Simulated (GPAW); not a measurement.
# Work function of Zr2N(OH)2 MXene monolayer at several levels

How far do functional and basis move the work function of Zr2N(OH)2 MXene monolayer?

Main program and level: GPAW 26.7.0; GPAW, PAW setups; layer in a repeated cell with vacuum, relaxation of atoms and in-plane cell, in the first sound run; inputs show where later runs differ.

## 1. Set-up

The cell holds 7 atoms: 2 H, 2 O, 2 Zr and 1 N. Its edges and angles: a = 3.217 Å, b = 3.217 Å, c = 20.985 Å, α = 90.0°, β = 90.0°, γ = 120.0°. Vacuum lies along c.

Structure file:

```cif
data_structure
_symmetry_space_group_name_H-M 'P 1'
_symmetry_Int_Tables_number 1
_cell_length_a 3.2175
_cell_length_b 3.2175
_cell_length_c 20.9846
_cell_angle_alpha 90.000
_cell_angle_beta 90.000
_cell_angle_gamma 120.000
_cell_volume 188.13
loop_
_atom_site_label
_atom_site_type_symbol
_atom_site_fract_x
_atom_site_fract_y
_atom_site_fract_z
_atom_site_occupancy
H1 H 0.33333 0.66667 0.33358 1
O2 O 0.33333 0.66667 0.38028 1
Zr3 Zr 0.66667 0.33333 0.43950 1
N4 N 0.00000 0.00000 0.50000 1
Zr5 Zr 0.33333 0.66667 0.56050 1
O6 O 0.66667 0.33333 0.61972 1
H7 H 0.66667 0.33333 0.66642 1
```

## 2. Relaxation

The atoms are relaxed first, since the surface dipole, and with it the work function, follows the positions of the outer layers.

Input file run.py:

```python
import json
import numpy as np
from ase import Atoms
from ase.filters import FrechetCellFilter
from ase.optimize import BFGS
from gpaw import GPAW, PW

slab = Atoms(
    ['H', 'O', 'Zr', 'N', 'Zr', 'O', 'H'],
    positions=[
        [-0.00000, 1.85762, 7.00000],
        [-0.00000, 1.85762, 7.98000],
        [1.60875, 0.92881, 9.22276],
        [0.00000, 0.00000, 10.49230],
        [-0.00000, 1.85762, 11.76184],
        [1.60875, 0.92881, 13.00460],
        [1.60875, 0.92881, 13.98460]],
    cell=[[3.2175, 0.0, 0.0], [-1.60875, 2.78644, 0.0], [0.0, 0.0, 20.9846]],
    pbc=[True, True, True])

slab.calc = GPAW(mode=PW(600), xc='PBE', kpts={'size': (12, 12, 1), 'gamma': True},
                 occupations={'name': 'fermi-dirac', 'width': 0.05}, nbands='160%',
                 convergence={'density': 1e-05}, maxiter=200,
                 symmetry={'tolerance': 1e-3}, txt='slab.txt')
result = {}
# The in-plane cell is free; stress needs a cell that repeats along all three vectors
path = []
opt = BFGS(FrechetCellFilter(slab, mask=[1, 1, 0, 0, 0, 1]), maxstep=0.2)
opt.attach(lambda: path.append((slab.get_potential_energy(), slab.positions.tolist(), slab.get_forces().tolist())))
result['relaxed'] = bool(opt.run(fmax=0.02, steps=45))
result['path'] = path
result['cell'] = slab.cell.tolist()
print('in-plane lattice', slab.cell.cellpar().round(4)[[0, 1, 5]])
energy = slab.get_potential_energy()
fermi = slab.calc.get_fermi_level()
v = slab.calc.get_electrostatic_potential().mean((0, 1)) - fermi
n = slab.calc.get_pseudo_density().mean((0, 1))
L = slab.cell[2, 2]
z = np.arange(len(v)) * L / len(v)
low, high = slab.positions[:, 2].min(), slab.positions[:, 2].max()
below, above = np.interp([low - 4.8, high + 4.8], z, v)
slopes = [np.interp(x, z, np.gradient(v, z)) for x in (low - 4.8, high + 4.8)]
eps = np.array([[slab.calc.get_eigenvalues(k, s) for k in range(len(slab.calc.get_ibz_k_points()))]
                for s in range(slab.calc.get_number_of_spins())]) - fermi
top, bottom = eps[eps < 0].max(), eps[eps > 0].min()
dipole = slab.get_dipole_moment()[2]
print(f'energy {energy:.4f} eV, Fermi level {fermi:.4f} eV, dipole {dipole:.5f} e A')
print(f'potential 4.8 A off the faces, from the Fermi level: lower {below:.4f} eV, upper {above:.4f} eV')
print(f'slope of the potential there: lower {slopes[0]:.5f}, upper {slopes[1]:.5f} eV/A')
print(f'nearest levels on the mesh: {top:.4f} and {bottom:.4f} eV')
print('magnetic moment', round(slab.get_magnetic_moment(), 3))
result.update(energy=energy, fermi=fermi, dipole=dipole, below=below, above=above, slopes=slopes, edges=[top, bottom],
              z=z.tolist(), v=v.tolist(), n=n.tolist(), positions=slab.positions.tolist(),
              forces=slab.get_forces(apply_constraint=False).tolist(), moments=slab.get_magnetic_moments().tolist())
json.dump(result, open('result.json', 'w'))
```

Launch:

```sh
$ OMP_NUM_THREADS=1 OPENBLAS_NUM_THREADS=1 python run.py
```

The program printed:

```text
Step          Energy          fmax
BFGS:    0      -51.203775        2.225536
BFGS:    1      -51.333112        1.037262
BFGS:    2      -51.378620        0.227028
BFGS:    3      -51.382051        0.168164
BFGS:    4      -51.401660        0.289359
BFGS:    5      -51.407079        0.153864
BFGS:    6      -51.408168        0.100031
BFGS:    7      -51.407649        0.097034
BFGS:    8      -51.404366        0.122831
BFGS:    9      -51.397399        0.176534
BFGS:   10      -51.389082        0.138471
BFGS:   11      -51.385814        0.048362
BFGS:   12      -51.386010        0.003561
in-plane lattice [  3.2067   3.2067 120.    ]
energy -51.3785 eV, Fermi level 2.4238 eV, dipole 0.00001 e A
potential 4.8 A off the faces, from the Fermi level: lower 2.3732 eV, upper 2.3732 eV
slope of the potential there: lower -0.00943, upper 0.00943 eV/A
nearest levels on the mesh: -0.0753 and 0.0187 eV
magnetic moment 0.0
```

Run time: 18 min. Hardware: 1 thread of Arm Neoverse V1, shared host; peak memory 0.46 GiB.

Numbers from this step:

- dipole along the normal: 5.84e-6 e·Å
- levels nearest the Fermi level on the mesh: -0.07531, 0.01874 eV from the Fermi level

The electrostatic potential energy of an electron (without an applied field's), less the Fermi level, planar mean by z:

z (Å), electrostatic potential energy of an electron (without an applied field's), less the Fermi level, planar mean (eV) and a bar from the least value:
```
      0.0        2.4 ##############################
      0.5        2.4 ##############################
      1.0        2.4 ##############################
      1.5        2.4 ##############################
      2.0        2.4 ##############################
      2.5        2.4 ##############################
      3.0        2.4 ##############################
      3.5        2.3 ##############################
      4.0        2.3 ##############################
      4.5        2.2 ##############################
      5.0        2.0 ##############################
      5.5        1.7 #############################
      6.0        1.2 #############################
      6.5        0.1 ###########################
      7.0       -1.3 #########################
      7.5       -2.7 #######################
      8.0       -9.9 ##############
      8.5       -7.8 #################
      9.0      -20.4 #
      9.5      -20.6 
     10.0       -9.3 ###############
     10.5      -13.8 #########
     11.0       -9.4 ###############
     11.5      -20.9 
     12.0      -20.0 #
     12.5       -7.6 #################
     13.0      -10.1 ##############
     13.5       -2.5 ########################
     14.0       -1.3 #########################
     14.5        0.2 ###########################
     15.0        1.2 #############################
     15.5        1.7 #############################
     16.0        2.0 ##############################
     16.5        2.2 ##############################
     17.0        2.3 ##############################
     17.5        2.3 ##############################
     18.0        2.4 ##############################
     18.5        2.4 ##############################
     19.0        2.4 ##############################
     19.5        2.4 ##############################
     20.0        2.4 ##############################
     20.5        2.4 ##############################
```

The pseudo valence density, planar mean oscillates, so the rows of the table below give means over windows of 1.31 Å about each position, cut where the curve ends. Its maxima inside the range that stand out by 2 % of the span (Å: e/Å³): 7.9: 0.849, 9.3: 1.22, 10.5: 0.717, 11.7: 1.22, 13.1: 0.849. Its minima: 8.6: 0.444, 10.0: 0.582, 11.0: 0.582, 12.4: 0.444.

Pseudo valence density, planar mean against z; means over each step:

z (Å), pseudo valence density, planar mean (e/Å³) and a bar:
```
     1.97       0.00 
     3.28       0.00 
     4.58       0.00 
     5.90       0.01 #
     7.21       0.32 ############
     8.52       0.70 ##########################
     9.82       0.80 ##############################
    11.13       0.79 ##############################
    12.45       0.70 ##########################
    13.76       0.34 #############
    15.06       0.02 #
    16.38       0.00 
    17.69       0.00 
    19.00       0.00
```

The relaxation lowered the energy of the cell by 0.183 eV (energies extrapolated to zero smearing; the optimiser's log prints free energies). The largest force left on a free atom is 0.0036 eV/Å.

## 3. Plane waves, PBE

The work function is the vacuum plateau of the electrostatic potential less the Fermi level; a dipole layer lets the two faces have plateaus of their own.

This step: GPAW, PAW setups; slab in vacuum (GPAW 26.7.0).

The cell differs from the one that the last finished run ended in (c 20.985 → 21.158 Å).

Input file run.py:

```python
import json
import numpy as np
from ase import Atoms
from gpaw import GPAW, PW

slab = Atoms(
    ['H', 'O', 'Zr', 'N', 'Zr', 'O', 'H'],
    positions=[
        [0.00000, 1.85140, 7.00000],
        [0.00000, 1.85140, 7.97924],
        [1.60336, 0.92570, 9.34451],
        [0.00000, -0.00000, 10.57893],
        [0.00000, 1.85140, 11.81334],
        [1.60336, 0.92570, 13.17861],
        [1.60336, 0.92570, 14.15786]],
    cell=[[3.20672, -0.0, 0.0], [-1.60336, 2.7771, 0.0], [0.0, 0.0, 21.1579]],
    pbc=[True, True, False])

slab.calc = GPAW(mode=PW(500), xc='PBE', kpts={'size': (12, 12, 1), 'gamma': True},
                 occupations={'name': 'fermi-dirac', 'width': 0.05}, nbands='160%',
                 convergence={'density': 1e-05}, maxiter=200,
                 poissonsolver={'dipolelayer': 'xy'},
                 symmetry={'tolerance': 1e-3}, txt='slab.txt')
result = {}
energy = slab.get_potential_energy()
fermi = slab.calc.get_fermi_level()
v = slab.calc.get_electrostatic_potential().mean((0, 1)) - fermi
n = slab.calc.get_pseudo_density().mean((0, 1))
L = slab.cell[2, 2]
z = np.arange(len(v)) * L / len(v)
low, high = slab.positions[:, 2].min(), slab.positions[:, 2].max()
below, above = np.interp([low - 4.8, high + 4.8], z, v)
slopes = [np.interp(x, z, np.gradient(v, z)) for x in (low - 4.8, high + 4.8)]
eps = np.array([[slab.calc.get_eigenvalues(k, s) for k in range(len(slab.calc.get_ibz_k_points()))]
                for s in range(slab.calc.get_number_of_spins())]) - fermi
top, bottom = eps[eps < 0].max(), eps[eps > 0].min()
dipole = slab.get_dipole_moment()[2]
print(f'energy {energy:.4f} eV, Fermi level {fermi:.4f} eV, dipole {dipole:.5f} e A')
print(f'potential 4.8 A off the faces, from the Fermi level: lower {below:.4f} eV, upper {above:.4f} eV')
print(f'slope of the potential there: lower {slopes[0]:.5f}, upper {slopes[1]:.5f} eV/A')
print(f'nearest levels on the mesh: {top:.4f} and {bottom:.4f} eV')
print('magnetic moment', round(slab.get_magnetic_moment(), 3))
result.update(energy=energy, fermi=fermi, dipole=dipole, below=below, above=above, slopes=slopes, edges=[top, bottom],
              z=z.tolist(), v=v.tolist(), n=n.tolist(), positions=slab.positions.tolist(),
              forces=slab.get_forces(apply_constraint=False).tolist(), moments=slab.get_magnetic_moments().tolist())
json.dump(result, open('result.json', 'w'))
```

The program printed:

```text
energy -50.2224 eV, Fermi level 2.3812 eV, dipole -0.00077 e A
potential 4.8 A off the faces, from the Fermi level: lower 2.3738 eV, upper 2.3898 eV
slope of the potential there: lower -0.00995, upper 0.00995 eV/A
nearest levels on the mesh: -0.0762 and 0.0200 eV
magnetic moment 0.0
```

Elapsed: 1.8 min, on 1 thread; peak memory 0.27 GiB.

This step gave:

* dipole along the normal: -7.71e-4 e·Å
* levels nearest the Fermi level on the mesh: -0.07625, 0.02004 eV from the Fermi level
* upper work function: 2.390 eV
* lower work function: 2.374 eV

The electrostatic potential energy of an electron (without an applied field's), less the Fermi level, planar mean by z:

z (Å), electrostatic potential energy of an electron (without an applied field's), less the Fermi level, planar mean (eV) and a bar from the least value:
```
      0.0        2.4 ##############################
      0.5        2.4 ##############################
      1.0        2.4 ##############################
      1.5        2.4 ##############################
      2.0        2.4 ##############################
      2.5        2.4 ##############################
      3.0        2.4 ##############################
      3.5        2.3 ##############################
      4.0        2.3 ##############################
      4.5        2.2 ##############################
      5.0        2.1 ##############################
      5.5        1.8 #############################
      6.0        1.3 #############################
      6.5        0.4 ############################
      7.0       -1.4 #########################
      7.5       -1.6 #########################
      8.0      -10.4 ###############
      8.5       -6.8 ###################
      9.0      -18.0 #####
      9.5      -22.4 
     10.0      -10.2 ###############
     10.5      -13.3 ###########
     11.0       -9.0 ################
     11.5      -18.7 #####
     12.0      -22.1 
     12.5       -9.0 ################
     13.0       -9.0 ################
     13.5       -4.0 ######################
     14.0       -0.9 ##########################
     14.5       -0.1 ###########################
     15.0        1.1 ############################
     15.5        1.7 #############################
     16.0        2.0 ##############################
     16.5        2.2 ##############################
     17.0        2.3 ##############################
     17.5        2.3 ##############################
     18.0        2.4 ##############################
     18.5        2.4 ##############################
     19.0        2.4 ##############################
     19.5        2.4 ##############################
     20.0        2.4 ##############################
     20.5        2.4 ##############################
     21.0        2.4 ##############################
```

The pseudo valence density, planar mean oscillates, so the rows of the table below give means over windows of 1.32 Å about each position, cut where the curve ends. Its maxima inside the range that stand out by 2 % of the span (Å: e/Å³): 7.9: 0.835, 9.3: 1.18, 10.6: 0.714, 11.9: 1.18, 13.2: 0.835. Its minima: 8.7: 0.452, 10.0: 0.581, 11.1: 0.581, 12.5: 0.452.

Pseudo valence density, planar mean against z; means over each step:

z (Å), pseudo valence density, planar mean (e/Å³) and a bar:
```
     1.98       0.00 
     3.30       0.00 
     4.62       0.00 
     5.94       0.01 
     7.26       0.31 ###########
     8.58       0.69 ##########################
     9.90       0.81 ##############################
    11.22       0.79 ##############################
    12.54       0.70 ##########################
    13.86       0.33 ############
    15.18       0.01 #
    16.50       0.00 
    17.82       0.00 
    19.14       0.00
```

Force by atom:

| atom | x (eV/Å) | y (eV/Å) | z (eV/Å) | size |
| --- | --- | --- | --- | --- |
| H1 | 0.0000 | 0.0000 | -0.0964 | 0.0964 |
| O2 | 0.0000 | 0.0000 | 0.0577 | 0.0577 |
| Zr3 | 0.0000 | 0.0000 | -0.0133 | 0.0133 |
| N4 | 0.0000 | 0.0000 | 0.0000 | 0.0000 |
| Zr5 | 0.0000 | 0.0000 | 0.0133 | 0.0133 |
| O6 | 0.0000 | 0.0000 | -0.0577 | 0.0577 |
| H7 | 0.0000 | 0.0000 | 0.0964 | 0.0964 |

The potential is flat to 0.010 eV/Å where it is read, so the vacuum is wide enough.

## 4. Self-consistent run: xc = "LDA"

The same geometry under LDA, to see how far the functional moves the levels against the vacuum.

run.py: that of step 3 with these lines changed.

```diff
@@ -18,3 +18,3 @@
 
-slab.calc = GPAW(mode=PW(500), xc='PBE', kpts={'size': (12, 12, 1), 'gamma': True},
+slab.calc = GPAW(mode=PW(500), xc='LDA', kpts={'size': (12, 12, 1), 'gamma': True},
                  occupations={'name': 'fermi-dirac', 'width': 0.05}, nbands='160%',
```

The program printed:

```text
energy -55.1386 eV, Fermi level 2.1061 eV, dipole -0.00077 e A
potential 4.8 A off the faces, from the Fermi level: lower 2.5783 eV, upper 2.5942 eV
slope of the potential there: lower -0.00716, upper 0.00716 eV/A
nearest levels on the mesh: -0.0578 and 0.0025 eV
magnetic moment 0.0
```

Wall time 94 s (1 thread); peak memory 0.27 GiB.

Numbers from this step:

```yaml
dipole_along_the_normal: -7.70e-4 e·Å
levels_nearest_the_fermi_level_on_the_mesh: -0.05781, 0.002533 eV from the Fermi level
upper_work_function: 2.594 eV
lower_work_function: 2.578 eV
```

The electrostatic potential energy of an electron (without an applied field's), less the Fermi level, planar mean oscillates, so the rows of the table below give means over windows of 1.79 Å about each position, cut where the curve ends. Its maxima inside the range that stand out by 2 % of the span (Å: eV): 7.3: -0.266, 8.4: -6.08, 10.2: -8.66, 11.0: -8.66, 12.8: -6.07, 13.9: -0.251. Its minima: 7.0: -1.16, 8.0: -10.2, 9.4: -23.7, 10.6: -13.6, 11.8: -23.7, 13.1: -10.1, 14.2: -1.14.

The electrostatic potential energy of an electron (without an applied field's), less the Fermi level, planar mean by z; means over each step:

| z (Å) | electrostatic potential energy of an electron (without an applied field's), less the Fermi level, planar mean (eV) |
| --- | --- |
| 0.90 | 2.58 |
| 2.69 | 2.57 |
| 4.47 | 2.42 |
| 6.27 | 0.864 |
| 8.05 | -6.53 |
| 9.84 | -15.5 |
| 11.63 | -15.4 |
| 13.43 | -4.56 |
| 15.21 | 1.45 |
| 17.00 | 2.49 |
| 18.79 | 2.59 |
| 20.59 | 2.60 |

The pseudo valence density, planar mean oscillates, so the rows of the table below give means over windows of 1.32 Å about each position, cut where the curve ends. Its maxima inside the range that stand out by 2 % of the span (Å: e/Å³): 7.9: 0.834, 9.3: 1.18, 10.6: 0.714, 11.9: 1.18, 13.2: 0.834. Its minima: 8.7: 0.455, 10.0: 0.581, 11.1: 0.581, 12.5: 0.455.

Table of pseudo valence density, planar mean by z; means over each step:

| z (Å) | pseudo valence density, planar mean (e/Å³) |
| --- | --- |
| 1.98 | 4.7e-5 |
| 3.30 | 3.2e-4 |
| 4.62 | 0.00172 |
| 5.94 | 0.0130 |
| 7.26 | 0.307 |
| 8.58 | 0.691 |
| 9.90 | 0.806 |
| 11.22 | 0.794 |
| 12.54 | 0.700 |
| 13.86 | 0.328 |
| 15.18 | 0.0144 |
| 16.50 | 0.00180 |
| 17.82 | 3.4e-4 |
| 19.14 | 5.0e-5 |

Force by atom:

| atom | x (eV/Å) | y (eV/Å) | z (eV/Å) | size |
| --- | --- | --- | --- | --- |
| H1 | 0.000 | 0.000 | -0.216 | 0.216 |
| O2 | 0.000 | 0.000 | 0.861 | 0.861 |
| Zr3 | 0.000 | 0.000 | 0.071 | 0.071 |
| N4 | 0.000 | 0.000 | 0.000 | 0.000 |
| Zr5 | 0.000 | 0.000 | -0.071 | 0.071 |
| O6 | 0.000 | 0.000 | -0.861 | 0.861 |
| H7 | 0.000 | 0.000 | 0.216 | 0.216 |

The upper face's work function is 2.594 eV, against 2.390 eV in the first plane-wave PBE run at this geometry.

## 5. Self-consistent run: xc = "RPBE"

The same geometry under RPBE, to see how far the functional moves the levels against the vacuum.

run.py: that of step 4 with these lines changed.

```diff
@@ -18,3 +18,3 @@
 
-slab.calc = GPAW(mode=PW(500), xc='LDA', kpts={'size': (12, 12, 1), 'gamma': True},
+slab.calc = GPAW(mode=PW(500), xc='RPBE', kpts={'size': (12, 12, 1), 'gamma': True},
                  occupations={'name': 'fermi-dirac', 'width': 0.05}, nbands='160%',
```

The program printed:

```text
energy -47.8951 eV, Fermi level 2.5248 eV, dipole -0.00077 e A
potential 4.8 A off the faces, from the Fermi level: lower 2.2488 eV, upper 2.2647 eV
slope of the potential there: lower -0.01295, upper 0.01295 eV/A
nearest levels on the mesh: -0.0729 and 0.0316 eV
magnetic moment 0.0
```

Wall time 1.7 min (1 thread); peak memory 0.27 GiB.

Numbers from this step:

```
dipole along the normal                    : -7.71e-4 e·Å
levels nearest the Fermi level on the mesh : -0.07286, 0.03161 eV from the Fermi level
upper work function                        : 2.265 eV
lower work function                        : 2.249 eV
```

The upper face's work function is 2.265 eV, against 2.390 eV in the first plane-wave PBE run at this geometry.

## 6. Self-consistent run: xc = "revPBE"

The same geometry under revPBE, to see how far the functional moves the levels against the vacuum.

run.py: that of step 5 with these lines changed.

```diff
@@ -18,3 +18,3 @@
 
-slab.calc = GPAW(mode=PW(500), xc='RPBE', kpts={'size': (12, 12, 1), 'gamma': True},
+slab.calc = GPAW(mode=PW(500), xc='revPBE', kpts={'size': (12, 12, 1), 'gamma': True},
                  occupations={'name': 'fermi-dirac', 'width': 0.05}, nbands='160%',
```

The program printed:

```text
energy -48.2103 eV, Fermi level 2.5172 eV, dipole -0.00077 e A
potential 4.8 A off the faces, from the Fermi level: lower 2.2469 eV, upper 2.2629 eV
slope of the potential there: lower -0.01312, upper 0.01312 eV/A
nearest levels on the mesh: -0.0720 and 0.0286 eV
magnetic moment 0.0
```

Run time: 1.8 min. Hardware: 1 thread; peak memory 0.27 GiB.

Numbers from this step:

```yaml
levels_nearest_the_fermi_level_on_the_mesh: -0.07201, 0.02862 eV from the Fermi level
upper_work_function: 2.263 eV
lower_work_function: 2.247 eV
```

The upper face's work function is 2.263 eV, against 2.390 eV in the first plane-wave PBE run at this geometry.

(Continued in part 2 of 2.)

[Logs are printed without paths, hosts, clocks, repeated set-up lines and the standing remarks that a program may print on its own settings, such as how far it seeks lower states.]

[Hosts, paths, dates, database ids (printed as entryN), source tags and the programs' standing remarks are cut or masked in the printed files.]
